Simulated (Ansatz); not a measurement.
# ZnSe (Stilleite) (F-43m) in Ansatz: single point with PBE

Aim: the single point of ZnSe (Stilleite) with PBE.

All numbers are computed with Ansatz 0.2.0; they aren't measurements. Logs are shortened: lines on timing, memory, paths and dates and some standing lists are left out, and cuts for length are marked.

**The experiment to reproduce.**

“Alloy Disordering Effects on the Thermal Conductivity and Energy Gap Temperature Dependence of Cd1−xZnxSe Ternary Crystals Grown by the Bridgman Method”, 2023, pmc:10253836 reports, for a bulk crystal of ZnSe at 300 K: band gap 2.695 ± 0.003 eV (an exciton energy, a little under the gap).

How close the calculation comes is told below.

### 1 The crystal as given

It takes space group F-43m (No. 216, cubic). The conventional cell has a = 5.668 Å, b = 5.668 Å, c = 5.668 Å, α = 90.00°, β = 90.00°, γ = 90.00°. Se (site symmetry -43m) has 4 Zn at 2.45 Å as nearest neighbours. Around Zn (site symmetry -43m) lie 4 Se at 2.45 Å.

### 2 Single point, PBE

Contents of input.yaml:

```yaml
crystal:
  lattice:
    - [0.0, 2.8338, 2.8338]
    - [2.8338, 0.0, 2.8338]
    - [2.8338, 2.8338, 0.0]
  atoms:
    - { symbol: Se, position: [0.75, 0.75, 0.75] }
    - { symbol: Zn, position: [0.0, 0.0, 0.0] }
kpoints:
  mp_grid: { grid: [6, 6, 6] }
scf:
  occupations: { method: fermi_dirac, width: 0.05 }
hamiltonian:
  xc: pbe
  pseudopotentials: { kind: all_electron, datasets: crystal }
output:
  forces: true
  stress: true
  eigenvalues: true
  elf: true
  volumetric_format: npy
```

Potentials or basis: all-electron PAW datasets made for the crystal.

Launch:

```console
ansatz run input.yaml --threads 1 --pin off --max-ram 3072MiB --backend cpu --events-out ev --progress --plain --runs-dir out
```

What it wrote:

```text
Warning: RAYON_NUM_THREADS=1 ignored (pool sized by the plan → 1); use --threads N
hamiltonian.pseudopotentials.datasets: crystal makes datasets for this crystal and solves the spheres of its atoms anew in each pass: cutoff 220.0 eV, the density's 1100.0 eV; for an error of 0.50 meV an atom under PBE, 1.0 meV for the cell; an energy difference from a run of another recipe may be off by several times the error for the cell, under r2SCAN by more, where some 0.1 meV an atom stays at smaller errors; Zn in spheres of 1.376 Å, 12 of its electrons in bands; Se in spheres of 1.074 Å, 6 of its electrons in bands, 10 on its site; only band paths and densities of states list, in semicore columns, the levels of the semicore shells that are solved separately: 3d of Se
Engine: ansatz 0.2.0, x86_64-unknown-linux-gnu
Pseudopotentials: kind: all_electron
Pseudopotential: Se, paw, valence charge 16, recommended cutoff 220 eV (normal), crystal/all_electron/pbe/scalar/gaussian/Se, Koelling and Harmon's equation, gaussian nucleus
Pseudopotential: Zn, paw, valence charge 12, recommended cutoff 220 eV (normal), crystal/all_electron/pbe/scalar/gaussian/Zn, Koelling and Harmon's equation, gaussian nucleus
Functional definition: PBE
  parameter kappa = 0.804
  parameter beta = 0.06672455060314922
  exchange = pbe_x(kappa = kappa, mu = beta*pi^2/3)
  correlation = pbe_c(beta = beta)
Crystal: 2 atoms, lattice volume = 45.513 Å³
Basis set: ecut = 220 eV, 331 PW (Γ), exchange–correlation on 48×48×48 points (8 copies of the dense FFT grid, shifted against one another)
Bands: 13, of which v1, the nominal top of the filled ones, is band 9 counted from 1 (8 counted from 0)
Symmetry: 24 space group operations
Space group: F-43m (ITA 216), of the structure as read, at distance tolerance 3.6e-5 Å
k-points: 16 of 216 (time reversal used)
Non-local potential: Se, projectors of the file, l = 0: 1, l = 1: 1
Non-local potential: Zn, projectors of the file, l = 0: 1, l = 1: 1, l = 2: 2
PAW form: soft (Blöchl's): semilocal exchange-correlation on the pseudo side does not see the compensation charge
PAW one-centre angular grid: Se, 110 points (default); XC on its mesh's 1821 points in the sphere
PAW one-centre angular grid: Zn, 590 points (default); XC on its mesh's 1925 points in the sphere
Initial density: superposition of atomic densities (neutral atoms: chi_scale 0, normalization atom)
Initial wavefunctions: pseudopotential atomic-orbital guess
Functional: x = pbe(κ = 0.804, μ = 0.2195149727645171), c = pbe(β = 0.06672455060314922)
iter 1 solved again at ethr=4.92e-3 eV; its pass at ethr=1.00e-1 eV (dr2=8.86e-1 eV) is discarded
SCF iter   1: F=—  HF=-115000.281851 eV  |F-HF|=—  |Δ(HF+E_count)|=         —  Δρ=3.41e-2  dr2=8.56e-1  ethr=4.92e-3  ⟨swp⟩=3.1  Hψ=1218  notcnv=0
preconditioner: auto → none  [insulator: Δε(μ)=1.506 eV  Ē_g=11.351 eV  σ=0.050 eV  W_gap=1.00  n_scr=14 (ndim 8)  ℏωp=23.4 eV  f_vac=0.000  D(μ)=0.00/eV (n_scr^D=0)  ε∞_Penn≈5.2]
iter 2 solved again at ethr=2.56e-4 eV; its pass at ethr=4.75e-3 eV (dr2=4.62e-2 eV) is discarded
SCF iter   2: F=—  HF=-115000.102848 eV  |F-HF|=—  |Δ(HF+E_count)|=   1.79e-1  Δρ=1.24e-2  dr2=4.70e-2  ethr=2.56e-4  ⟨swp⟩=2.2  Hψ=915  notcnv=0
SCF iter   3: F=—  HF=-115000.098076 eV  |F-HF|=—  |Δ(HF+E_count)|=   4.77e-3  Δρ=6.65e-3  dr2=1.76e-2  ethr=2.56e-4  ⟨swp⟩=3.0  Hψ=548  notcnv=0
SCF iter   4: F=—  HF=-115000.097333 eV  |F-HF|=—  |Δ(HF+E_count)|=   7.43e-4  Δρ=1.23e-3  dr2=6.28e-4  ethr=9.76e-5  ⟨swp⟩=3.0  Hψ=616  notcnv=0
SCF iter   5: F=—  HF=-115000.098610 eV  |F-HF|=—  |Δ(HF+E_count)|=   1.28e-3  Δρ=2.64e-4  dr2=1.32e-5  ethr=3.49e-6  ⟨swp⟩=3.0  Hψ=492  notcnv=0
SCF iter   6: F=—  HF=-115000.098652 eV  |F-HF|=—  |Δ(HF+E_count)|=   4.19e-5  Δρ=1.24e-4  dr2=3.09e-6  ethr=7.33e-8  ⟨swp⟩=3.0  Hψ=531  notcnv=0
SCF iter   7: F=—  HF=-115000.098668 eV  |F-HF|=—  |Δ(HF+E_count)|=   1.57e-5  Δρ=5.71e-5  dr2=2.10e-6  ethr=1.72e-8  ⟨swp⟩=3.0  Hψ=496  notcnv=0
SCF iter   8: F=—  HF=-115000.098665 eV  |F-HF|=—  |Δ(HF+E_count)|=   2.76e-6  Δρ=7.81e-6  dr2=2.32e-8  ethr=1.17e-8  ⟨swp⟩=3.0  Hψ=480  notcnv=0
SCF iter   9: F=-115000.098665 eV  HF=-115000.098665 eV  |F-HF|=2.04e-10  |Δ(HF+E_count)|=   3.26e-9  Δρ=9.51e-7  dr2=2.22e-10  ethr=1.29e-10  ⟨swp⟩=3.0  Hψ=482  notcnv=0
SCF 1 converged in 9 iterations: F = -115000.098656 eV  dr2 = 2.22e-10
  Residual-converged pass: ⟨swp⟩=3.6  Hψ=372  notcnv=0  max |occ|·‖R‖ = 4.8e-6 eV (tolerance 5.3e-6 eV)  dr2=2.20e-10  dr2_onsite=2.07e-8  max |Δocc| = 3.6e-11
SCF converged after 9 iterations
Free energy (F): -115000.098656 eV
Harris-Foulkes:  -115000.098656 eV  (|F-HF|=2.04e-10)
Internal energy: -115000.098656 eV  (E = F + TS)
E sigma→0 (E₀):  -115000.098656 eV
Entropy (-TS):   -0.000000 eV (-0.000 meV/atom)
Past the cutoff: the bands carry plane waves up to 1.75 times it, of which those up to 1.5 times it add -0.000382 eV an atom, each by itself; the spheres take 0.000487 eV an atom off the energy for waves past 1.75 times it
By the cutoff:   a pressure is off by up to 0.008 GPa (1.2 times the spheres' own share and the shells' term, over an atom's volume, and 0.004 GPa: a bound that held against runs at twice the plane waves)
Past the cutoffs: a stress includes 0.0034 GPa for waves and charges beyond them, in addition to the slope of what the spheres take
In the spheres:  the bands' charges fall short by 1.7e-6 e at most (sound up to 1e-3), those of shells solved beside the bands by 1.1e-7 e (sound up to 5e-4)
Fermi energy:    8.719285 eV
--- Per-component energies (eV) ---
  E_band       = 42.063344
  E_kinetic    = 145.993293
  E_local      = -3379.710506  (includes V_loc(G=0)·N_el)
  E_nonlocal   = -230.261654
  E_hartree    = 1553.237276
  E_xc         = -111.654712
  E_vxc        = -133.327856  (∫ρ·V_xc dr)
  E_paw        = -119490.974521  (= ΣΔE_a)
  E_vpaw       = -8701.318929  (= ΣTr[D̂ρ^β])
  E_ewald      = -2720.942845
  E_smearing   = -0.000000  (= −TS)
  E_closure    = 9234.215012  (closes the sum)
  Σ components = -115000.098656   (vs F -115000.098656, Δ=0.00e0)
  The terms above E_closure are by the made datasets' own strengths, without shells solved beside the bands.
--- Forces (eV/Å), atoms counted from 1 ---
  atom   1  Se     0.00000000     0.00000000    -0.00000000
  atom   2  Zn    -0.00000000     0.00000000    -0.00000000
  max |Σ_I F_I| component: 9.25e-17 eV/Å
--- Stress (GPa, compression-positive) ---
        2.142211       0.000000      -0.000000
        0.000000       2.142211       0.000000
        0.000000       0.000000       2.142211
  P = ⅓ Tr σ = 2.1422 GPa (21.422 kbar)
  It holds what live shells' own plane waves past their cutoff add
--- Band table (eV; the first three rows and the last of 16) ---
  k-point 0: bands = ["-5.2133", "1.5049", "1.5049", "1.5049", "1.8749", "1.8749", "8.0463", "8.0463", "8.0463", "9.3355", "13.8559"]
  k-point 1: bands = ["-5.0390", "1.5213", "1.5315", "1.5315", "1.8732", "1.8732", "6.1425", "7.7941", "7.7941", "10.5979", "13.9225"]
  k-point 2: bands = ["-4.6478", "1.5762", "1.5762", "1.6756", "1.8814", "1.8814", "3.9922", "7.3669", "7.3669", "10.7286", "14.5299"]
  k-point 15: bands = ["-4.1528", "1.6025", "1.7217", "1.7943", "1.8893", "2.1461", "3.3443", "5.4240", "5.4961", "12.5166", "12.8561"]
```

It took 4.8 s on 1 thread of Intel Xeon Platinum 8488C (Sapphire Rapids), shared host; peak memory 0.54 GiB.

What came out:

| Property | Result |
| --- | --- |
| Free energy | -115000.0987 eV |
| Pressure | 2.1 GPa |
| Band gap on the k mesh | 1.29 eV, direct |

Levels at points of the mesh, in eV from the valence-band top:
```csv
k point,band 5,band 6,band 7,band 8,band 9,band 10,band 11
"(0.00, 0.00, 0.00)",-6.17,-6.17,0.00,0.00,0.00,1.29,5.81
"(0.00, 0.00, -0.50)",-6.15,-6.01,-5.22,-0.87,-0.87,2.55,6.39
"(0.00, -0.50, -0.50)",-6.12,-5.99,-4.75,-2.18,-2.18,2.99,3.46
```

### 3 Against experiment

Step 2. Against the measured gap of ZnSe, 2.695 eV (an exciton energy, a little under the gap; 300 K; “Alloy Disordering Effects on the Thermal Conductivity and Energy Gap Temperature Dependence of Cd1−xZnxSe Ternary Crystals Grown by the Bridgman Method”, 2023, pmc:10253836), the calculated 1.29 eV is off by -1.41 eV. So large a miss can be the level of theory's own, or it may mean another phase, state or a wrong row. Spin-orbit coupling on Se is left out. The value is that of PBE, without temperature or zero-point motion. Semilocal functionals fall short of measured gaps as a rule.
